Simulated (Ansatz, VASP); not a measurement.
**Two plane-wave programs on ZnCu**

```xyz
2
Lattice="1.4880 -2.1213 0.0000 1.4880 2.1213 0.0000 0.0000 0.0000 4.1407" Properties=species:S:1:pos:R:3 pbc="T T T"
Zn    1.4880    0.0000    2.0704
Cu    0.0000    0.0000    0.0000
```

The cell comes from a database or a generator and needn't be the stable form of this composition.

Alike in both runs: task single point; functional PBE; k mesh 8 × 8 × 4; occupations gaussian, width 0.1 eV; no spin polarisation.

|  | VASP | Ansatz |
| --- | --- | --- |
| version | VASP 6.6.1 | Ansatz 0.2.0 |
| potentials or method | VASP PAW PBE potentials, release 64 (Zn, Cu) | scalar-relativistic, plane waves, PAW |
| plane-wave cutoff (eV) | 520 | 420 |
| valence electrons in the cell | 23 | 31 |

|  | VASP | Ansatz | Ansatz less VASP |
| --- | --- | --- | --- |
| gap on the k mesh at the Fermi level (eV) | none | none | - |
| pressure (GPa) | 1.0 | 0.1 | -0.93 |
| largest component of the traceless stress (GPa) | 3.25 | 3.16 | -0.086 |

A gap of «none» marks a metal or a gap that the smearing closes. The two sets of potentials don't hold the same shells in valence.

Caveats: the k mesh is coarse (spacing up to 0.38 Å⁻¹), so the values aren't converged.
